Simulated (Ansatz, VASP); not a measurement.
# Cross-check of LaOs2 between VASP and Ansatz

One calculation is typed for both programs; each brings its own data sets. How far apart do they land? The cell is taken from a series of runs on this material, whose earlier steps may have relaxed, scaled, displaced or heated it; both programs get it as it stands.

Method: plane waves, with VASP 6.6.1 beside it; relaxation of cell and atoms at BLYP with D3(BJ), in Ansatz 0.2.0.

### 1. Starting point

The structure is cubic, space group Fd-3m (No. 227). Conventional cell: a = 7.736 Å, b = 7.736 Å, c = 7.736 Å, α = 90.00°, β = 90.00°, γ = 90.00°. La has 12 Os at 3.21 Å and 4 La at 3.35 Å nearest. Os has 6 Os at 2.74 Å and 6 La at 3.21 Å nearest. Farther neighbours are not listed.

### 2. VASP: relaxation of cell and atoms, BLYP with D3(BJ)

The relaxed volume is the usual yardstick between codes: in a stiff, nearly cubic crystal its relative difference is about their pressure difference at one cell divided by the bulk modulus.

Lines of VASP's logs that name or quote its potential files are left out, and so is its time.

Input file INCAR:

```
SYSTEM = LaOs2
PREC = Accurate
ENCUT = 600
EDIFF = 1E-07
NELM = 200
ISMEAR = 0
SIGMA = 0.1
LREAL = .FALSE.
ALGO = Normal
GGA = B5
ALDAX = 1
AGGAX = 1
AGGAC = 1
ALDAC = 0
IVDW = 12
VDW_S6 = 1
VDW_S8 = 2.6996
VDW_A1 = 0.4298
VDW_A2 = 4.2359
NBANDS = 33
LASPH = .TRUE.
LORBIT = 11
LWAVE = .FALSE.
LCHARG = .FALSE.
ISIF = 3
IBRION = 2
NSW = 80
EDIFFG = -0.005
GGA_COMPAT = .FALSE.
NELMIN = 4
LMAXMIX = 6
KPAR = 2
```

Input file POSCAR:

```
LaOs2
1.0
    0.0000000000      3.8680000000      3.8680000000
    3.8680000000      0.0000000000      3.8680000000
    3.8680000000      3.8680000000      0.0000000000
La Os
2 4
Direct
    0.0000000000      0.0000000000      0.0000000000
    0.2500000000      0.2500000000      0.2500000000
    0.6250000000      0.6250000000      0.6250000000
    0.1250000000      0.6250000000      0.6250000000
    0.6250000000      0.6250000000      0.1250000000
    0.6250000000      0.1250000000      0.6250000000
```

Input file KPOINTS:

```
Automatic mesh
0
Gamma
8 8 8
0 0 0
```

PAW data sets: La and Os (PBE family, release 64).

The run is started by

```console
> mpirun -np 2 vasp_std
```

Numbers of over 12 decimals in the logs are rounded to 6 here.

What it wrote:

```text
[banner, memory and clock lines left out]
running    2 mpi-ranks, on    1 nodes
 distrk:  each k-point on    1 cores,    2 groups
 distr:  one band on    1 cores,    1 groups

 POSCAR found type information on POSCAR LaOs
 POSCAR found :  2 types and       6 ions
|                                                                             |
|               ----> ADVICE to this user running VASP <----                  |
|                                                                             |
|     You enforced a specific xc type in the INCAR file but a different       |
|     [... a line on the potential file left out ...]
|     I HOPE YOU KNOW WHAT YOU ARE DOING!                                     |
|                                                                             |

 LDA part: xc-table for (Slater(with rela. corr.)+VWN5), standard interpolation
 POSCAR, INCAR and KPOINTS ok, starting setup
 FFT: planning ... GRIDC
 FFT: planning ... GRID_SOFT
 FFT: planning ... GRID
 WAVECAR not read
 entering main loop
       N       E                     dE             d eps       ncg     rms          rms(c)
DAV:   1     0.514400210233E+03    0.51440E+03   -0.23216E+04  1946   0.273E+03
DAV:   2     0.858990092729E+02   -0.42850E+03   -0.40838E+03  2354   0.437E+02
DAV:   3    -0.221356925229E+02   -0.10803E+03   -0.10485E+03  2770   0.218E+02
DAV:   4    -0.476865491196E+02   -0.25551E+02   -0.24851E+02  3751   0.846E+01
DAV:   5    -0.524935038028E+02   -0.48070E+01   -0.45729E+01  3516   0.371E+01    0.291E+01
DAV:   6    -0.511410727376E+02    0.13524E+01   -0.18773E+02  3356   0.970E+01    0.918E+00
DAV:   7    -0.480547575734E+02    0.30863E+01   -0.20344E+01  3299   0.389E+01    0.681E+00
DAV:   8    -0.491826943567E+02   -0.11279E+01   -0.33934E+01  3396   0.313E+01    0.940E+00
DAV:   9    -0.472968484261E+02    0.18858E+01   -0.21067E+01  3609   0.407E+01    0.148E+00
DAV:  10    -0.473723897678E+02   -0.75541E-01   -0.12140E+00  3732   0.807E+00    0.823E-01
DAV:  11    -0.473650337211E+02    0.73560E-02   -0.47854E-02  3532   0.192E+00    0.433E-01
DAV:  12    -0.473574412640E+02    0.75925E-02   -0.60217E-02  3708   0.203E+00    0.117E-01
DAV:  13    -0.473577545471E+02   -0.31328E-03   -0.10816E-02  3284   0.912E-01    0.123E-01
DAV:  14    -0.473575971487E+02    0.15740E-03   -0.34587E-03  3180   0.565E-01    0.616E-02
DAV:  15    -0.473574632065E+02    0.13394E-03   -0.81520E-04  3716   0.220E-01    0.368E-02
DAV:  16    -0.473574306827E+02    0.32524E-04   -0.14275E-04  3724   0.952E-02    0.184E-02
DAV:  17    -0.473574215150E+02    0.91676E-05   -0.53925E-05  2876   0.452E-02    0.115E-02
DAV:  18    -0.473574175931E+02    0.39219E-05   -0.18120E-05  3652   0.432E-02    0.527E-03
DAV:  19    -0.473574167452E+02    0.84793E-06   -0.25582E-06  3708   0.136E-02    0.232E-03
DAV:  20    -0.473574165097E+02    0.23543E-06   -0.21390E-07  1876   0.519E-03    0.172E-03
DAV:  21    -0.473574163507E+02    0.15906E-06   -0.10296E-07  1532   0.492E-03    0.840E-04
DAV:  22    -0.473574162934E+02    0.57242E-07   -0.46688E-08  1436   0.355E-03
   1 F= -.55743018E+02 E0= -.55724612E+02  d E =-.557430E+02
 curvature:   0.00 expect dE= 0.000E+00 dE for cont linesearch  0.000E+00
 trial: gam= 0.00000 g(F)=  0.122E-50 g(S)=  0.326E-02 ort = 0.000E+00 (trialstep = 0.100E+01)
 search vector abs. value=  0.326E-02
 bond charge predicted
       N       E                     dE             d eps       ncg     rms          rms(c)
DAV:   1    -0.472980223480E+02    0.59394E-01   -0.59331E-01  2671   0.528E+00    0.122E+00
DAV:   2    -0.472802280612E+02    0.17794E-01   -0.69739E-02  3381   0.188E+00    0.362E-01
DAV:   3    -0.472771026453E+02    0.31254E-02   -0.13231E-02  2891   0.120E+00    0.144E-01
DAV:   4    -0.472769129046E+02    0.18974E-03   -0.27062E-03  3716   0.356E-01    0.535E-02
DAV:   5    -0.472769269915E+02   -0.14087E-04   -0.22593E-04  3419   0.149E-01    0.306E-02
DAV:   6    -0.472769420085E+02   -0.15017E-04   -0.56184E-05  3172   0.472E-02    0.102E-02
DAV:   7    -0.472769470140E+02   -0.50055E-05   -0.15128E-05  3748   0.333E-02    0.545E-03
DAV:   8    -0.472769471981E+02   -0.18410E-06   -0.22172E-06  3756   0.863E-03    0.185E-03
DAV:   9    -0.472769470464E+02    0.15166E-06   -0.34451E-07  2476   0.645E-03    0.920E-04
DAV:  10    -0.472769469508E+02    0.95575E-07   -0.13855E-07  1580   0.389E-03
   2 F= -.55740919E+02 E0= -.55722719E+02  d E =0.209909E-02
 trial-energy change:    0.002099  1 .order    0.002152   -0.003260    0.007563
 step:   0.3074(harm=  0.3012)  dis= 0.00000  next Energy=   -55.743520 (dE=-0.503E-03)
 bond charge predicted
       N       E                     dE             d eps       ncg     rms          rms(c)
DAV:   1    -0.473440923429E+02   -0.67145E-01   -0.28392E-01  2687   0.364E+00    0.831E-01
DAV:   2    -0.473355013423E+02    0.85910E-02   -0.33650E-02  3417   0.131E+00    0.263E-01
DAV:   3    -0.473340085259E+02    0.14928E-02   -0.65544E-03  2859   0.847E-01    0.970E-02
DAV:   4    -0.473339137155E+02    0.94810E-04   -0.12322E-03  3724   0.238E-01    0.386E-02
DAV:   5    -0.473339227358E+02   -0.90202E-05   -0.10475E-04  3427   0.101E-01    0.198E-02
DAV:   6    -0.473339293516E+02   -0.66158E-05   -0.25641E-05  3212   0.320E-02    0.621E-03
DAV:   7    -0.473339315152E+02   -0.21636E-05   -0.66876E-06  3796   0.199E-02    0.328E-03
DAV:   8    -0.473339317442E+02   -0.22905E-06   -0.73744E-07  3363   0.549E-03    0.126E-03
DAV:   9    -0.473339317626E+02   -0.18378E-07   -0.20229E-07  1971   0.540E-03
   3 F= -.55743536E+02 E0= -.55725194E+02  d E =-.518355E-03
 curvature:  -0.15 expect dE=-0.101E-07 dE for cont linesearch -0.101E-07
 trial: gam= 0.00000 g(F)=  0.166E-50 g(S)=  0.672E-07 ort =-0.148E-04 (trialstep = 0.861E+00)
 search vector abs. value=  0.673E-07
 reached required accuracy - stopping structural energy minimisation
```

OUTCAR, selected parts (step 2):

```text
ion  position               nearest neighbor table
   1  0.000  0.000  0.000-   3 3.21   5 3.21   6 3.21   3 3.21   4 3.21   5 3.21   3 3.21   4 3.21
                             6 3.21   4 3.21   5 3.21   6 3.21   2 3.35   2 3.35   2 3.35   2 3.35
   2  0.250  0.250  0.250-   4 3.21   5 3.21   6 3.21   3 3.21   4 3.21   6 3.21   3 3.21   4 3.21
                             5 3.21   3 3.21   5 3.21   6 3.21   1 3.35   1 3.35   1 3.35   1 3.35
   3  0.625  0.625  0.625-   4 2.74   5 2.74   6 2.74   5 2.74   6 2.74   4 2.74   1 3.21   2 3.21
                             1 3.21   2 3.21   1 3.21   2 3.21
   4  0.125  0.625  0.625-   3 2.74   5 2.74   6 2.74   3 2.74   5 2.74   6 2.74   2 3.21   1 3.21
                             1 3.21   2 3.21   2 3.21   1 3.21
   5  0.625  0.625  0.125-   3 2.74   3 2.74   4 2.74   6 2.74   6 2.74   4 2.74   1 3.21   2 3.21
                             1 3.21   2 3.21   1 3.21   2 3.21
   6  0.625  0.125  0.625-   3 2.74   5 2.74   3 2.74   4 2.74   5 2.74   4 2.74   2 3.21   1 3.21
                             2 3.21   2 3.21   1 3.21   1 3.21

  LATTYP: Found a face centered cubic cell.
 ALAT       =     7.7360000000

 Subroutine GETGRP returns: Found 48 space group operations
 (whereof 24 operations were pure point group operations)

The static configuration has the point symmetry T_d .
 The point group associated with its full space group is O_h .

 Found     29 irreducible k-points:

   k-points           NKPTS =     29   k-points in BZ     NKDIM =     29   number of bands    NBANDS=     33

   dimension x,y,z NGX =    48 NGY =   48 NGZ =   48
   dimension x,y,z NGXF=    96 NGYF=   96 NGZF=   96

   ENCUT  =  600.0 eV  44.10 Ry    6.64 a.u.  10.93 10.93 10.93*2*pi/ulx,y,z

   NELECT =      54.0000    total number of electrons

 k-points in reciprocal lattice and weights: Automatic mesh
   0.00000000  0.00000000  0.00000000       0.002
   0.12500000  0.00000000  0.00000000       0.016
   0.25000000  0.00000000  0.00000000       0.016
   0.37500000  0.00000000  0.00000000       0.016
   0.50000000  0.00000000  0.00000000       0.008
   0.12500000  0.12500000  0.00000000       0.012
   0.25000000  0.12500000  0.00000000       0.047
   0.37500000  0.12500000  0.00000000       0.047
   0.50000000  0.12500000  0.00000000       0.047
[...]
-0.37500000  0.50000000  0.12500000       0.023
  -0.25000000  0.50000000  0.25000000       0.012

 Edisp (eV)   -8.46397

 average (electrostatic) potential at core
       1 -93.2280       2 -93.2280       3 -42.3619       4 -42.3619       5 -42.3619
       6 -42.3619

 E-fermi :   9.6918

 k-point     1 :       0.0000    0.0000    0.0000
  band No.  band energies     occupation
    ...
     19       9.0996      2.00000
     20       9.0996      2.00000
     21       9.4096      1.99993
     22       9.4096      1.99993
     23       9.4096      1.99993
     24       9.8262      0.05730
     25       9.8262      0.05730
     26       9.8262      0.05730
     27       9.8751      0.00952
     28       9.8751      0.00952
    ...

 k-point     2 :       0.1250    0.0000    0.0000
  band No.  band energies     occupation
    ...
     19       8.9314      2.00000
     20       8.9314      2.00000
     21       9.2123      2.00000
     22       9.5160      1.98706
     23       9.5160      1.98706
     24       9.7405      0.49046
     25       9.7405      0.49045
     26       9.7788      0.21837
     27      10.0073      0.00001
     28      10.0073      0.00001
    ...

 k-point     3 :       0.2500    0.0000    0.0000
  band No.  band energies     occupation
    ...
     21       8.7357      2.00000
     22       9.0011      2.00000
     23       9.0011      2.00000
     24       9.1116      2.00000
     25       9.6724      1.21560
     26       9.7423      0.47486
     27       9.7423      0.47486
     28      10.1645      0.00000
     29      10.1645      0.00000
     30      10.6275      0.00000
    ...

 Edisp (eV)   -8.40960

  Total       0.00167     0.00167     0.00167    -0.00000    -0.00000     0.00000
  in kB       0.02316     0.02316     0.02316    -0.00000    -0.00000     0.00000
  external pressure =        0.02 kB  Pullay stress =        0.00 kB

  energy-cutoff  :      600.00
  volume of cell :      115.43
      direct lattice vectors                 reciprocal lattice vectors
    -0.000000000  3.864485491  3.864485491    -0.129383330  0.129383330  0.129383330
     3.864485491 -0.000000000  3.864485491     0.129383330 -0.129383330  0.129383330
     3.864485491  3.864485491  0.000000000     0.129383330  0.129383330 -0.129383330

 POSITION                                       TOTAL-FORCE (eV/Angst)
 -----------------------------------------------------------------------------------
      0.00000      0.00000      0.00000        -0.000000      0.000000     -0.000000
      1.93224      1.93224      1.93224         0.000000      0.000000      0.000000
      4.83061      4.83061      4.83061        -0.000000     -0.000000     -0.000000
      4.83061      2.89836      2.89836        -0.000000     -0.000000     -0.000000
      2.89836      2.89836      4.83061        -0.000000     -0.000000     -0.000000
      2.89836      4.83061      2.89836        -0.000000     -0.000000     -0.000000
 -----------------------------------------------------------------------------------
    total drift:                               -0.000000     -0.000000     -0.000000

  FREE ENERGIE OF THE ION-ELECTRON SYSTEM (eV)
  ---------------------------------------------------
  free  energy   TOTEN  =       -55.7435362623 eV

  energy  without entropy=      -55.7068524151  energy(sigma->0) =      -55.72519434

 reached required accuracy - stopping structural energy minimisation

 total charge
# of ion       s       p       d       f       tot
--------------------------------------------------
    1        2.032   5.644   0.883   0.230   8.790
    2        2.032   5.644   0.883   0.230   8.790
    3        0.707   0.512   6.085   0.000   7.303
    4        0.707   0.512   6.085   0.000   7.303
    5        0.707   0.512   6.085   0.000   7.303
    6        0.707   0.512   6.085   0.000   7.303
--------------------------------------------------
tot          6.891  13.335  26.105   0.460  46.791

[... 3 further parts left out ...]
```

CONTCAR:

```
LaOs2
   1.00000000000000
    -0.0000000000000000    3.8644854909805391    3.8644854909805391
     3.8644854909805391   -0.0000000000000000    3.8644854909805391
     3.8644854909805391    3.8644854909805391    0.0000000000000000
  La              Os
     2     4
Direct
     0.0000000000000000    0.0000000000000000    0.0000000000000000
     0.2500000000000000    0.2500000000000000    0.2500000000000000
     0.6250000000000000    0.6250000000000000    0.6250000000000000
     0.1250000000000000    0.6250000000000000    0.6250000000000000
     0.6250000000000000    0.6250000000000000    0.1250000000000000
     0.6250000000000000    0.1250000000000000    0.6250000000000000
```

[end of part 1 of 2]

[Lines on the potential files, build, host, timing and source positions are cut from VASP's logs without a mark.]

[Logs are printed without paths, hosts, clocks, repeated set-up lines and the standing remarks that a program may print on its own settings, such as how far it seeks lower states.]

[Hosts, paths, dates, database ids (printed as entryN), source tags and the programs' standing remarks are cut or masked in the printed files.]
